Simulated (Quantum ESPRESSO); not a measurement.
# GaN/AlN(110) interfaces, stepped through the in-plane cubic lattice constant, part 3 of 10

Aim: how the results for GaN/AlN(110) interfaces change with the in-plane cubic lattice constant.

Quantum ESPRESSO 7.5; plane-wave DFT, PBE, GBRV ultrasoft pseudopotentials.

So far. Step 2 (Variable-cell relaxation, 4.34 Å):  The last row is no step: it is a fresh SCF in the final cell with a new plane-wave basis, +0 meV from the row before.

### Step 5. Variable-cell relaxation, 4.34 Å

System of this step: AlN, held at a = 4.34 Å in the (110) plane. The structure is orthorhombic, space group Imm2 (No. 44). The conventional cell has a = 3.069 Å, b = 3.143 Å, c = 4.340 Å, α = 90.00°, β = 90.00°, γ = 90.00°. Nearest to Al lie 4 N at 1.88 to 1.91 Å. N has 4 Al at 1.88 to 1.91 Å nearest. Farther neighbours and most contacts between anions are not listed.

The input, m0.relax.in:

```
&control
  prefix = 'm0.relax'
  outdir = './out'
  pseudo_dir = './pseudo'
  nstep = 70
  forc_conv_thr = 0.0004
  calculation = 'vc-relax'
/
&system
  ibrav = 0
  nat = 4
  ntyp = 2
  ecutwfc = 48
  ecutrho = 240
  occupations = 'smearing'
  smearing = 'fd'
  degauss = 0.002
/
&electrons
  conv_thr = 1e-09
  mixing_beta = 0.4
  electron_maxstep = 120
/
&ions
/
&cell
  cell_dofree = 'z'
  press_conv_thr = 0.4
/
ATOMIC_SPECIES
  Al  26.9815  al_pbe_v1.uspp.F.UPF
  N   14.0070  n_pbe_v1.2.uspp.F.UPF
CELL_PARAMETERS angstrom
  4.34000000000000 0.00000000000000 0.00000000000000
  0.00000000000000 3.06884343034962 0.00000000000000
  0.00000000000000 0.00000000000000 3.14280255702104
ATOMIC_POSITIONS crystal
  Al  0.000000000000 0.000000000000 0.000000000000
  N   0.250000000000 0.500000000000 0.000000000000
  Al  0.500000000000 0.500000000000 0.500000000000
  N   0.750000000000 0.000000000000 0.500000000000
K_POINTS automatic
  3 4 4 0 0 0
```

Run with:

```sh
OMP_NUM_THREADS=1 mpirun -n 4 pw.x -nk 2 -in m0.relax.in > m0.relax.out
```

What it wrote:

```text
[banner, memory and clock lines left out]
Program PWSCF v.7.5 starts

          URL

     Found identity + ( -0.5000 -0.5000 -0.5000) symmetry
     This is a supercell, fractional translations are disabled
     Message from routine setup:
     using ibrav=0 with symmetry is DISCOURAGED, use correct ibrav instead

     bravais-lattice index     =            0
     lattice parameter (alat)  =       8.2014  a.u.
     unit-cell volume          =     282.4738 (a.u.)^3
     number of atoms/cell      =            4
     number of atomic types    =            2
     number of electrons       =        16.00
     number of Kohn-Sham states=           12
     kinetic-energy cutoff     =      48.0000  Ry
     charge density cutoff     =     240.0000  Ry
     scf convergence threshold =      1.0E-09
     mixing beta               =       0.4000
     number of iterations used =            8  plain     mixing
     energy convergence thresh.=      1.0E-04
     force convergence thresh. =      4.0E-04
     press convergence thresh. =      4.0E-01
     Exchange-correlation= SLA  PW   PBE  PBE
                           (   1   4   3   4   0   0   0)
     nstep                     =           70

     celldm(1)=   8.201411  celldm(2)=   0.000000  celldm(3)=   0.000000
     celldm(4)=   0.000000  celldm(5)=   0.000000  celldm(6)=   0.000000

     crystal axes: (cart. coord. in units of alat)
               a(1) = (   1.000000   0.000000   0.000000 )
               a(2) = (   0.000000   0.707107   0.000000 )
               a(3) = (   0.000000   0.000000   0.724148 )

     reciprocal axes: (cart. coord. in units 2 pi/alat)
               b(1) = (  1.000000  0.000000  0.000000 )
               b(2) = (  0.000000  1.414214  0.000000 )
               b(3) = (  0.000000  0.000000  1.380933 )

     PseudoPot. # 1 for Al read from file:
     ./pseudo/al_pbe_v1.uspp.F.UPF
     Pseudo is Ultrasoft + core correction, Zval =  3.0
     Generated by new atomic code, or converted to UPF format
     Using radial grid of  893 points,  3 beta functions with:
                l(1) =   0
                l(2) =   1
                l(3) =   2
     Q(r) pseudized with  8 coefficients,  rinner =    0.900   0.900   0.900
                                                       0.900   0.900

     PseudoPot. # 2 for N  read from file:
     ./pseudo/n_pbe_v1.2.uspp.F.UPF
     Pseudo is Ultrasoft + core correction, Zval =  5.0
     Generated by new atomic code, or converted to UPF format
     Using radial grid of  729 points,  4 beta functions with:
                l(1) =   0
                l(2) =   0
                l(3) =   1
                l(4) =   1
     Q(r) pseudized with  8 coefficients,  rinner =    0.900   0.900   0.900

     atomic species   valence    mass     pseudopotential
     Al                3.00    26.98150     Al( 1.00)
     N                 5.00    14.00700     N ( 1.00)

      4 Sym. Ops. (no inversion) found

   Cartesian axes

     site n.     atom                  positions (alat units)
         1        Al     tau(   1) = (   0.0000000   0.0000000   0.0000000  )
         2        N      tau(   2) = (   0.2500000   0.3535534   0.0000000  )
         3        Al     tau(   3) = (   0.5000000   0.3535534   0.3620740  )
         4        N      tau(   4) = (   0.7500000   0.0000000   0.3620740  )

     number of k points=    18  Fermi-Dirac smearing, width (Ry)=  0.0020
                       cart. coord. in units 2pi/alat
        k(    1) = (   0.0000000   0.0000000   0.0000000), wk =   0.0416667
        k(    2) = (   0.0000000   0.0000000   0.3452333), wk =   0.0833333
        k(    3) = (   0.0000000   0.0000000  -0.6904665), wk =   0.0416667
        k(    4) = (   0.0000000   0.3535534   0.0000000), wk =   0.0833333
        k(    5) = (   0.0000000   0.3535534   0.3452333), wk =   0.1666667
        k(    6) = (   0.0000000   0.3535534  -0.6904665), wk =   0.0833333
        k(    7) = (   0.0000000  -0.7071068   0.0000000), wk =   0.0416667
        k(    8) = (   0.0000000  -0.7071068   0.3452333), wk =   0.0833333
        k(    9) = (   0.0000000  -0.7071068  -0.6904665), wk =   0.0416667
        k(   10) = (   0.3333333   0.0000000   0.0000000), wk =   0.0833333
        k(   11) = (   0.3333333   0.0000000   0.3452333), wk =   0.1666667
        k(   12) = (   0.3333333   0.0000000  -0.6904665), wk =   0.0833333
        k(   13) = (   0.3333333   0.3535534   0.0000000), wk =   0.1666667
        k(   14) = (   0.3333333   0.3535534   0.3452333), wk =   0.3333333
        k(   15) = (   0.3333333   0.3535534  -0.6904665), wk =   0.1666667
        k(   16) = (   0.3333333  -0.7071068   0.0000000), wk =   0.0833333
        k(   17) = (   0.3333333  -0.7071068   0.3452333), wk =   0.1666667
        k(   18) = (   0.3333333  -0.7071068  -0.6904665), wk =   0.0833333

     Dense  grid:    17737 G-vectors     FFT dimensions: (  45,  30,  30)

     Smooth grid:    12695 G-vectors     FFT dimensions: (  40,  25,  27)

     Initial potential from superposition of free atoms

     starting charge      15.9951, renormalised to      16.0000
     Starting wfcs are   16 randomized atomic wfcs

     per-process dynamical memory:    15.2 Mb

     Self-consistent Calculation

     iteration #  1     ecut=    48.00 Ry     beta= 0.40
     Davidson diagonalization with overlap
     ethr =  1.00E-02,  avg # of iterations =  3.8

     total energy              =     -53.82930381 Ry
     estimated scf accuracy    <       1.21638364 Ry

     iteration #  2     ecut=    48.00 Ry     beta= 0.40
     Davidson diagonalization with overlap
     ethr =  7.60E-03,  avg # of iterations =  2.0

     total energy              =     -54.09013527 Ry
     estimated scf accuracy    <       0.03309685 Ry

     iteration #  3     ecut=    48.00 Ry     beta= 0.40
     Davidson diagonalization with overlap
     ethr =  2.07E-04,  avg # of iterations =  4.1

     total energy              =     -54.09086412 Ry
     estimated scf accuracy    <       0.01152223 Ry

     iteration #  4     ecut=    48.00 Ry     beta= 0.40
     Davidson diagonalization with overlap
     ethr =  7.20E-05,  avg # of iterations =  2.1

     total energy              =     -54.09135449 Ry
     estimated scf accuracy    <       0.00165681 Ry

     iteration #  5     ecut=    48.00 Ry     beta= 0.40
     Davidson diagonalization with overlap
     ethr =  1.04E-05,  avg # of iterations =  3.8

     total energy              =     -54.09149767 Ry
     estimated scf accuracy    <       0.00009537 Ry

     iteration #  6     ecut=    48.00 Ry     beta= 0.40
     Davidson diagonalization with overlap
[...]
Starting wfcs are   16 randomized atomic wfcs

     per-process dynamical memory:    18.5 Mb

     Self-consistent Calculation

     iteration #  1     ecut=    48.00 Ry     beta= 0.40
     Davidson diagonalization with overlap
     c_bands:  1 eigenvalues not converged
     c_bands:  1 eigenvalues not converged
     c_bands:  1 eigenvalues not converged
     ethr =  1.00E-06,  avg # of iterations = 14.6

     total energy              =     -53.83802632 Ry
     estimated scf accuracy    <       1.20373108 Ry

     iteration #  2     ecut=    48.00 Ry     beta= 0.40
     Davidson diagonalization with overlap
     ethr =  7.52E-03,  avg # of iterations =  2.0

     total energy              =     -54.09022048 Ry
     estimated scf accuracy    <       0.03116250 Ry

     iteration #  3     ecut=    48.00 Ry     beta= 0.40
     Davidson diagonalization with overlap
     ethr =  1.95E-04,  avg # of iterations =  1.8

     total energy              =     -54.09109357 Ry
     estimated scf accuracy    <       0.01127577 Ry

     iteration #  4     ecut=    48.00 Ry     beta= 0.40
     Davidson diagonalization with overlap
     ethr =  7.05E-05,  avg # of iterations =  1.9

     total energy              =     -54.09159040 Ry
     estimated scf accuracy    <       0.00152756 Ry

     iteration #  5     ecut=    48.00 Ry     beta= 0.40
     Davidson diagonalization with overlap
     ethr =  9.55E-06,  avg # of iterations =  2.8

     total energy              =     -54.09174355 Ry
     estimated scf accuracy    <       0.00006952 Ry

     iteration #  6     ecut=    48.00 Ry     beta= 0.40
     Davidson diagonalization with overlap
     ethr =  4.34E-07,  avg # of iterations =  2.6

     total energy              =     -54.09177773 Ry
     estimated scf accuracy    <       0.00002916 Ry

     iteration #  7     ecut=    48.00 Ry     beta= 0.40
     Davidson diagonalization with overlap
     ethr =  1.82E-07,  avg # of iterations =  1.0

     total energy              =     -54.09177722 Ry
     estimated scf accuracy    <       0.00000546 Ry

     iteration #  8     ecut=    48.00 Ry     beta= 0.40
     Davidson diagonalization with overlap
     ethr =  3.41E-08,  avg # of iterations =  2.0

     total energy              =     -54.09177818 Ry
     estimated scf accuracy    <       0.00000005 Ry

     iteration #  9     ecut=    48.00 Ry     beta= 0.40
     Davidson diagonalization with overlap
     ethr =  3.18E-10,  avg # of iterations =  2.1

     total energy              =     -54.09177819 Ry
     estimated scf accuracy    <       0.00000002 Ry

     iteration # 10     ecut=    48.00 Ry     beta= 0.40
     Davidson diagonalization with overlap
     ethr =  1.22E-10,  avg # of iterations =  2.0

     total energy              =     -54.09177819 Ry
     estimated scf accuracy    <          1.1E-09 Ry

     iteration # 11     ecut=    48.00 Ry     beta= 0.40
     Davidson diagonalization with overlap
     ethr =  6.76E-12,  avg # of iterations =  2.2

     total energy              =     -54.09177819 Ry
     estimated scf accuracy    <          5.3E-11 Ry

     iteration # 12     ecut=    48.00 Ry     beta= 0.40
     Davidson diagonalization with overlap
     ethr =  3.32E-13,  avg # of iterations =  1.6

     End of self-consistent calculation

          k = 0.0000 0.0000 0.0000 (  1591 PWs)   bands (ev):

    -8.0832  -5.3450   2.0761   4.8874   5.2219   6.8244   6.9637   7.0190
    10.1861  11.0531  15.3470  20.8718

          k = 0.0000 0.0000 0.3454 (  1585 PWs)   bands (ev):

    -7.5139  -5.4012   2.6779   3.1776   4.6513   5.6115   6.2379   6.9464
    12.0840  13.0392  16.8045  18.1946

          k = 0.0000 0.0000-0.6909 (  1598 PWs)   bands (ev):

    -6.2050  -6.2050   2.5435   2.5435   4.4375   4.4375   6.4404   6.4404
    14.7004  14.7004  16.1831  16.1831

          k = 0.0000 0.3536 0.0000 (  1587 PWs)   bands (ev):

    -7.4810  -5.3503   2.7249   3.3205   4.7593   5.3221   6.2903   6.7729
    11.9212  12.9382  16.9040  18.3625

          k = 0.0000 0.3536 0.3454 (  1587 PWs)   bands (ev):

    -6.9585  -5.3109   3.1013   3.4867   4.0288   4.1965   5.9466   5.9635
    12.8266  12.9178  17.0830  18.2246

          k = 0.0000 0.3536-0.6909 (  1558 PWs)   bands (ev):

    -5.8354  -5.8354   2.5458   2.5459   4.7706   4.7706   5.2460   5.2461
    12.2557  12.2557  16.8946  16.8946

          k = 0.0000-0.7071 0.0000 (  1596 PWs)   bands (ev):

    -6.1129  -6.1128   2.5811   2.5811   4.5083   4.5084   6.2441   6.2441
    14.6234  14.6234  15.8520  15.8520

          k = 0.0000-0.7071 0.3454 (  1582 PWs)   bands (ev):

    -5.7825  -5.7824   2.5221   2.5221   4.8085   4.8085   5.2199   5.2199
    12.1692  12.1693  16.8470  16.8470

          k = 0.0000-0.7071-0.6909 (  1576 PWs)   bands (ev):

    -5.3933  -5.3933   1.9670   1.9671   5.1488   5.1488   5.1492   5.1492
    10.2517  10.2517  15.5050  15.5050

          k = 0.3333 0.0000 0.0000 (  1602 PWs)   bands (ev):

    -7.5447  -6.2220   3.0710   5.2209   5.2999   5.6103   6.2547   6.4984
    11.7147  12.7772  16.1142  17.9040

          k = 0.3333 0.0000 0.3454 (  1589 PWs)   bands (ev):

    -7.0473  -5.9930   2.0520   3.1307   5.1478   5.9234   6.5907   6.6638
    13.3268  13.6315  16.6382  17.4344

          k = 0.3333 0.0000-0.6909 (  1594 PWs)   bands (ev):

    -6.0976  -6.0975   1.2614   1.2614   6.0833   6.0833   6.4749   6.4750
    14.6214  14.6214  16.0183  16.0183

          k = 0.3333 0.3536 0.0000 (  1595 PWs)   bands (ev):

    -7.0133  -5.9518   2.1873   3.2691   5.1796   5.6569   6.3813   6.6639
    13.1640  13.5169  16.6573  17.6290

          k = 0.3333 0.3536 0.3454 (  1591 PWs)   bands (ev):

    -6.5615  -5.7278   2.4175   3.0141   3.8036   5.1062   5.9023   6.4457
    13.8321  14.2192  16.6109  16.8002

          k = 0.3333 0.3536-0.6909 (  1590 PWs)   bands (ev):

    -5.7521  -5.7520   1.9054   1.9054   4.6097   4.6098   5.8285   5.8285
    13.3193  13.3193  16.7206  16.7206

          k = 0.3333-0.7071 0.0000 (  1590 PWs)   bands (ev):

    -6.0083  -6.0082   1.3490   1.3490   6.0689   6.0689   6.2825   6.2826
    14.4294  14.4294  15.9349  15.9350

          k = 0.3333-0.7071 0.3454 (  1584 PWs)   bands (ev):

    -5.7012  -5.7011   1.9469   1.9469   4.5653   4.5653   5.7809   5.7809
    13.2489  13.2489  16.5801  16.5801

          k = 0.3333-0.7071-0.6909 (  1564 PWs)   bands (ev):

    -5.3450  -5.3450   2.5621   2.5621   4.1264   4.1264   4.3842   4.3842
    12.2277  12.2277  17.1902  17.1903

     the Fermi energy is     8.2380 ev

!    total energy              =     -54.09177819 Ry
     estimated scf accuracy    <          8.2E-12 Ry
     smearing contrib. (-TS)   =       0.00000000 Ry
     internal energy E=F+TS    =     -54.09177819 Ry

     The total energy is F=E-TS. E is the sum of the following terms:
     one-electron contribution =      -2.08245540 Ry
     hartree contribution      =      11.33830786 Ry
     xc contribution           =     -19.80299477 Ry
     ewald contribution        =     -43.54463588 Ry

     convergence has been achieved in  12 iterations

     Forces acting on atoms (cartesian axes, Ry/au):

     atom    1 type  1   force =     0.00002521    0.00000000    0.00000000
     atom    2 type  2   force =    -0.00002520    0.00000000    0.00000000
     atom    3 type  1   force =     0.00002519    0.00000000    0.00000000
     atom    4 type  2   force =    -0.00002520    0.00000000    0.00000000

     Total force =     0.000050     Total SCF correction =     0.000000

     Computing stress (Cartesian axis) and pressure

          total   stress  (Ry/bohr**3)                   (kbar)     P=       44.53
   0.00033734   0.00000000   0.00000000           49.62        0.00        0.00
   0.00000000   0.00057010   0.00000000            0.00       83.86        0.00
   0.00000000   0.00000000   0.00000068            0.00        0.00        0.10

     XML data file, charge density, pseudopotentials, collected wavefunctions

                                        0.00s GPU  (    1520 calls)
```

The job ended after 16 s (4 MPI ranks of Intel Xeon at 2.70GHz, shared host; peak memory 0.24 GiB).

The steps of the relaxation:

```
step  energy less that of the first step (eV)  largest force (eV/Å)  volume (Å³)
   1                                   0.0000                0.2175        41.86
   2                                  -0.0028                0.0713        41.77
   3                                  -0.0032                0.0102        41.79
   4                                  -0.0033                0.0015        41.82
   5                                  -0.0033                0.0007        41.83
   6                                  -0.0033                0.0006        41.83
```

```
     cell as run  before  after  change
           a (Å)   4.340  4.340  +0.0 %
           b (Å)   3.069  3.069  -0.0 %
           c (Å)   3.143  3.141  -0.1 %
volume (Å³/atom)   10.46  10.46  -0.1 %
```

The relaxed structure:

```xyz
4
Lattice="4.3400 0.0000 0.0000 0.0000 3.0688 0.0000 0.0000 0.0000 3.1409" Properties=species:S:1:pos:R:3 pbc="T T T"
Al   -0.0074    0.0000    0.0000
N     1.0924    1.5344    0.0000
Al    2.1626    1.5344    1.5704
N     3.2624    0.0000    1.5704
```

 The last row is no step: it is a fresh SCF in the final cell with a new plane-wave basis, +0 meV from the row before.

Numbers from this step:

* free energy: -735.9561 eV
* Fermi energy: 8.238 eV

(Part 3 of 10 ends here.)

[Logs are printed without paths, hosts, clocks, repeated set-up lines and the standing remarks that a program may print on its own settings, such as how far it seeks lower states.]

[Hosts, paths, dates, database ids (printed as entryN), source tags and the programs' standing remarks are cut or masked in the printed files.]

[Maps of the electrostatic potential energy from Ansatz leave out the sawtooth potential of an applied field or a dipole correction, so their vacuum need not be flat; planar profiles and work functions include it.]
